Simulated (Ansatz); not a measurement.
Input of an Ansatz 0.2.0 run:

input.yaml

```yaml
crystal:
  lattice:
    - [1.383, -4.0265, 0.0]
    - [1.383, 4.0265, 0.0]
    - [-0.1174474948, 0.0, 3.3299294416]
  atoms:
    - { symbol: Ga, position: [0.131, 0.869, 0.75] }
    - { symbol: Ga, position: [0.869, 0.131, 0.25] }
kpoints:
  mp_grid: { grid: [10, 10, 8] }
scf:
  occupations: { method: fermi_dirac, width: 0.05 }
hamiltonian:
  xc: pbesol
  pseudopotentials: { kind: all_electron, lapw: { basis_error: 0.001 } }
output:
  forces: true
  stress: true
relax:
  f_tol: 0.01
  max_steps: 60
  cell: {}
```

Potentials or basis: all-electron LAPW, scalar-relativistic.

Command:

```sh
$ ansatz run input.yaml --threads 1 --pin off --max-ram 3072MiB --backend cpu --events-out ev --progress --plain --runs-dir out
```

Question: Estimate the relaxed cell.

Answer: a = 4.258 Å, b = 4.258 Å, c = 3.166 Å, α = 90.29°, β = 90.29°, γ = 141.35°.

Question: Predict the space group after relaxing (to 0.05 Å).

Answer: C2/c (No. 15).

Question: Estimate the relaxed volume.

Answer: 17.93 Å³/atom.

Step by step:
```csv
step,energy change (eV),largest force (eV/Å),volume (Å³)
1,0.0000,0.1964,37.09
2,-0.0176,0.0401,35.46
3,-0.0213,0.0077,35.65
4,-0.0241,0.0090,35.86
5,-0.0244,0.0013,35.85
6,-0.0244,0.0013,35.85
7,-0.0244,0.0009,35.85
8,-0.0244,0.0010,35.85
```
